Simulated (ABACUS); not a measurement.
# Si2Mo (I4/mmm) in ABACUS: settings compared

The runs below take Si2Mo through relaxation of cell and atoms, with PBE+D3(BJ), PBE+D3(BJ)+ABC.

Everything below comes from runs of ABACUS 3.10.1. Logs are shortened: lines on timing, memory, paths and dates and some standing lists are left out, and cuts for length are marked.

### Step 1. The crystal as given

It takes space group I4/mmm (No. 139, tetragonal). Conventional cell: a = 3.200 Å, b = 3.200 Å, c = 7.861 Å, α = 90.00°, β = 90.00°, γ = 90.00°. Around Mo (site symmetry 4/mmm) lie 10 Si at 2.62 Å. Around Si (site symmetry 4mm) lie 5 Si at 2.61 to 2.63 Å and 5 Mo at 2.62 Å.

### Step 2. Relaxation of cell and atoms, PBE+D3(BJ), target pressure 5 GPa, at which the enthalpy is minimised

The input, INPUT:

```
INPUT_PARAMETERS
suffix              Si2Mo
calculation         cell-relax
basis_type          pw
pseudo_dir          ./
symmetry            1
dft_functional      pbe
ecutwfc             81
pseudo_rcut         7
nspin               1
nbands              15
ks_solver           dav
smearing_method     fd
smearing_sigma      0.00367493
scf_thr             1e-08
scf_nmax            100
mixing_type         broyden
mixing_beta         0.7
cal_force           1
cal_stress          1
vdw_method          d3_bj
relax_nmax          60
force_thr_ev        0.01
relax_method        cg
out_stru            1
stress_thr          0.5
press1              50
press2              50
press3              50
kpar                4
```

The input, STRU:

```
ATOMIC_SPECIES
Mo 95.9500 Mo.upf
Si 28.0850 Si.upf

LATTICE_CONSTANT
1.8897261246

LATTICE_VECTORS
-1.6000000000 1.6000000000 3.9305000000
1.6000000000 -1.6000000000 3.9305000000
1.6000000000 1.6000000000 -3.9305000000

ATOMIC_POSITIONS
Cartesian

Mo
0.0
1
0.0000000000 0.0000000000 0.0000000000 1 1 1

Si
0.0
2
0.0000000000 0.0000000000 5.2432870000 1 1 1
0.0000000000 0.0000000000 2.6177130000 1 1 1
```

The input, KPT:

```
K_POINTS
0
Gamma
8 8 8 0 0 0
```

Potentials or basis: PseudoDojo NC SR 0.4.1 PBE standard, plane waves.

Run with:

```sh
$ OMP_NUM_THREADS=1 mpirun -np 4 abacus > log
```

running log:

```text
ABACUS v3.10.1

               Atomic-orbital Based Ab-initio Computation at UStc

 ------------------------------------------------------------------------------------

 READING GENERAL INFORMATION
                           global_out_dir = OUT.Si2Mo/
                           global_in_card = INPUT
                               pseudo_dir = ./
                              orbital_dir =
                                    DSIZE = 4
                                    GSIZE = 1

 READING UNITCELL INFORMATION
                                    ntype = 2
                  lattice constant (Bohr) = 1.88973
              lattice constant (Angstrom) = 1

 READING ATOM TYPE 1
                               atom label = Mo
                      L=0, number of zeta = 1
                      L=1, number of zeta = 1
                      L=2, number of zeta = 1
             number of atom for this type = 1

 READING ATOM TYPE 2
                               atom label = Si
                      L=0, number of zeta = 1
                      L=1, number of zeta = 1
                      L=2, number of zeta = 1
             number of atom for this type = 2

                        TOTAL ATOM NUMBER = 3
CARTESIAN COORDINATES ( UNIT =       1.889726124600 Bohr ).
    atom                   x                   y                   z     mag                  vx                  vy                  vz
tauc_Mo1            0.0000000000        0.0000000000        0.0000000000  0.0000        0.0000000000        0.0000000000        0.0000000000
tauc_Si1            0.0000000000        0.0000000000        5.2432870000  0.0000        0.0000000000        0.0000000000        0.0000000000
tauc_Si2            0.0000000000        0.0000000000        2.6177130000  0.0000        0.0000000000        0.0000000000        0.0000000000
[... 4 lines left out ...]
 Lattice vectors: (Cartesian coordinate: in unit of a_0)
                 -1.6                +1.6             +3.9305
                 +1.6                -1.6             +3.9305
                 +1.6                +1.6             -3.9305
 Reciprocal vectors: (Cartesian coordinate: in unit of 2 pi/a_0)
                   +0             +0.3125            +0.12721
              +0.3125                  +0            +0.12721
              +0.3125             +0.3125                  +0
 The esolver type has been set to : ksdft_pw

                PAO radial cut off (Bohr) = 7

 Read in pseudopotential file is Mo.upf
                     pseudopotential type = NC
          exchange-correlation functional = PBE
                 nonlocal core correction = 1
                        valence electrons = 14
                                     lmax = 2
                           number of zeta = 4
                     number of projectors = 6
                           L of projector = 0
[... 5 lines left out ...]
                PAO radial cut off (Bohr) = 7

 Read in pseudopotential file is Si.upf
                     pseudopotential type = NC
          exchange-correlation functional = PBE
                 nonlocal core correction = 1
                        valence electrons = 4
                                     lmax = 2
                           number of zeta = 2
                     number of projectors = 6
                           L of projector = 0
[... 138 lines left out ...]

[... K-POINTS CARTESIAN COORDINATES: 15 rows ...]

[... K-POINTS DIRECT COORDINATES: 15 rows ...]

 SETUP PLANE WAVES FOR WAVE FUNCTIONS
     energy cutoff for wavefunc (unit:Ry) = 81
              fft grid for wave functions = [ 50, 50, 50 ]
                    number of plane waves = 4801
                         number of sticks = 517

 PARALLEL PW FOR WAVE FUNCTIONS
     PROC   COLUMNS(POT)             PW
        1            517           4801
 --------------- sum -------------------
        1            517           4801

 SETUP NONLOCAL PSEUDOPOTENTIALS IN PLANE WAVE BASIS
 Mo non-local projectors:
 projector 1 L=0
 projector 2 L=0
 projector 3 L=1
 projector 4 L=1
 projector 5 L=2
 projector 6 L=2
 Si non-local projectors:
 projector 1 L=0
 projector 2 L=0
 projector 3 L=1
 projector 4 L=1
 projector 5 L=2
 projector 6 L=2
      TOTAL NUMBER OF NONLOCAL PROJECTORS = 54

 Init Non-Local PseudoPotential table :
 Init Non-Local-Pseudopotential done.

                                     npwx = 3413

 Make real space PAO into reciprocal space.
       max mesh points in Pseudopotential = 701
     dq(describe PAO in reciprocal space) = 0.01
                                    max q = 1808

 number of pseudo atomic orbitals for Mo is 4
WARNING: norm of atomic wavefunction # 3 of atomic type Mo is 0.999021, renormalized
WARNING: norm of atomic wavefunction # 4 of atomic type Mo is 0.988409, renormalized

 number of pseudo atomic orbitals for Si is 2
WARNING: norm of atomic wavefunction # 1 of atomic type Si is 0.999875, renormalized
WARNING: norm of atomic wavefunction # 2 of atomic type Si is 0.996128, renormalized

 -------------------------------------------
 STEP OF RELAXATION : 1
 -------------------------------------------

DFT-D3 Dispersion correction parameters autoset
----------------------------------
 Parameters  Original   Autoset
----------------------------------
         s6    default     1.0000
         s8    default     0.7875
         a1    default     0.4289
         a2    default     4.4407
----------------------------------
XC functional: pbe
                                 init_chg = atomic

 PW ALGORITHM --------------- ION=   1  ELEC=   1--------------------------------

 Density error is 0.309378964218
                          Error Threshold = 0.01
----------------------------------------------------------
     Energy           Rydberg                 eV
----------------------------------------------------------
 E_KohnSham     -157.5797023035      -2143.9818404714
 E_Harris       -162.7159694525      -2213.8643401475
 E_Fermi        1.2357773936         16.8136140121
----------------------------------------------------------
[... 404 lines left out ...]
 Largest gradient in stress is 6.079769 kbar.
 Threshold is 0.500000 kbar.

 Relaxation is not converged yet!
Too many Brent steps, let's do next CG step
CARTESIAN COORDINATES ( UNIT =       1.889726124600 Bohr ).
    atom                   x                   y                   z     mag                  vx                  vy                  vz
tauc_Mo1            0.0000000000        0.0000000000        0.0000000000  0.0000        0.0000000000        0.0000000000        0.0000000000
tauc_Si1            0.0000000000        0.0000000000        5.0740917524  0.0000        0.0000000000        0.0000000000        0.0000000000
tauc_Si2            0.0000000000        0.0000000000        2.5476891628  0.0000        0.0000000000        0.0000000000        0.0000000000
[... 367 lines left out ...]
 Largest gradient in stress is 82.218042 kbar.
 Threshold is 0.500000 kbar.

 Relaxation is not converged yet!
Too many Brent steps, let's do next CG step
CARTESIAN COORDINATES ( UNIT =       1.889726124600 Bohr ).
    atom                   x                   y                   z     mag                  vx                  vy                  vz
tauc_Mo1            0.0000000000        0.0000000000        0.0000000000  0.0000        0.0000000000        0.0000000000        0.0000000000
tauc_Si1            0.0000000000        0.0000000000        5.2189203222  0.0000        0.0000000000        0.0000000000        0.0000000000
tauc_Si2            0.0000000000        0.0000000000        2.6178892769  0.0000        0.0000000000        0.0000000000        0.0000000000
[... 574 lines left out ...]
 Largest gradient in stress is 0.129720 kbar.
 Threshold is 0.500000 kbar.

 Relaxation is converged!

 --------------------------------------------
 !FINAL_ETOT_IS -2145.8721872001242446 eV
 --------------------------------------------
```

stdout:

```text
ABACUS v3.10.1

               Atomic-orbital Based Ab-initio Computation at UStc

%%%%%%%%%%%%%%%%%%%%%%%%%%%%%%%%%%%%%%%%%%%%%%%%%%%%%%%%%%%%%%%%%%%%%%%%%%%%%%%%%%%%%%%%%%%%%%%%%%%%%%%%%
 Warning: the number of valence electrons in pseudopotential > 6 for Mo: [Kr] 4d5 5s1
[... 282 lines left out ...]
        49.8702798661        -0.0000000000         0.0000000000
        -0.0000000000        49.8702798661        -0.0000000000
         0.0000000000         0.0000000000        49.9365944409
----------------------------------------------------------------
 TOTAL-PRESSURE: 49.892385 KBAR

 ETOT DIFF (eV)       : -0.000164
 LARGEST GRAD (eV/A)  : 0.004949
```

It took 2.8 min on 4 MPI ranks of Intel Xeon 6975P-C (Granite Rapids), shared host; peak memory 0.48 GiB.

What came out:

- Free energy: -2145.8722 eV
- Relaxed volume: 12.85 Å³/atom
- Relaxed cell: a = 4.470 Å, b = 4.470 Å, c = 4.470 Å, α = 138.66°, β = 138.66°, γ = 59.89°
- Space group after relaxing (to 0.05 Å): I4/mmm (No. 139)
- Energy change on relaxing (the enthalpy is what falls): -1.6 meV/atom
- Ionic steps: 13
- Pressure after relaxing: 5.0 GPa
- Largest force after relaxing: 0.005 eV/Å
- Band gap on the k mesh: none (metal or under the smearing width)
- Dispersion energy per atom: -0.602 eV

Forces in eV/Å, atoms in the order of the input:
```
Mo   0.000  0.000  0.000
Si   0.000  0.000 -0.005
Si   0.000  0.000  0.005
```

The path:
```tsv
step	energy change (eV)	largest force (eV/Å)	pressure (GPa)	volume (Å³)
1	0.0000	0.3128	-4.81	40.25
2	0.3150	0.3168	29.66	35.49
3	-0.0150	0.2277	0.42	39.29
4	-0.0053	0.1508	4.61	38.61
5	0.0945	0.0575	15.95	37.03
6	0.0463	0.2258	-9.67	41.28
7	-0.0146	0.1294	-1.74	39.68
8	-0.0146	0.1301	-1.76	39.68
9	-0.0146	0.1299	-1.76	39.68
10	0.0930	0.1458	15.86	37.05
11	-0.0065	0.0293	4.62	38.61
12	-0.0047	0.0231	5.01	38.56
13	-0.0049	0.0049	4.99	38.56
```

Final structure:
```
Mo Si
1.0
    -1.57768    1.57768    3.87293
     1.57768   -1.57768    3.87293
     1.57768    1.57768   -3.87293
Mo Si
1 2
Direct
  0.00000 0.00000 0.00000
  0.66557 0.66557 0.00000
  0.33443 0.33443 0.00000
```

Caveat: there are fewer bands than atomic start orbitals, so a level may be missed at k points of high symmetry; pairwise dispersion overbinds metals, which lowers pressure and volume.

[end of part 1 of 2]
